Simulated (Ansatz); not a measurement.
Clamped-ion strain scan in CaO

Theory: DFT PBE, scalar-relativistic, plane waves, PAW in Ansatz 0.2.0. Settings: plane waves to 420 eV, k-mesh 8×8×8 (Γ-centred), Gaussian smearing 0.05 eV. No spin polarisation. Energies are free energies at this smearing, counted from the undisturbed cell; pressure is positive in compression.

The undisturbed cell (as given, not relaxed at this level; it stands at -4.0 GPa):

```xyz
2
Lattice="0.0000 2.4490 2.4490 2.4490 0.0000 2.4490 2.4490 2.4490 0.0000" Properties=species:S:1:pos:R:3 pbc="T T T"
Ca    0.0000    0.0000    0.0000
O     2.4490    2.4490    2.4490
```

The cell is strained by ε times the Voigt pattern (1, -1, 0, 0, 0, 0) (xx, yy, zz, yz, xz, xy; engineering shear) with fractional coordinates fixed.

| ε | ΔE (meV/atom) | stress summed along the pattern (GPa, tension positive) | pressure (GPa) |
| --- | --- | --- | --- |
| -0.0400 | 16.2 | -9.33 | -2.8 |
| -0.0200 | 4.0 | -4.49 | -3.7 |
| 0.0000 | 0.0 | 0.00 | -4.0 |
| 0.0050 | 0.3 | 1.11 | -4.0 |
| 0.0100 | 1.0 | 2.23 | -3.9 |
| 0.0150 | 2.2 | 3.35 | -3.8 |
| 0.0250 | 6.2 | 5.66 | -3.5 |
| 0.0300 | 9.0 | 6.85 | -3.4 |
| 0.0350 | 12.3 | 8.07 | -3.1 |

By symmetry 0.0400 repeats -0.0400, -0.0300 repeats 0.0300, 0.0200 repeats -0.0200, -0.0100 repeats 0.0100 in energy, with the opposite slope along the path.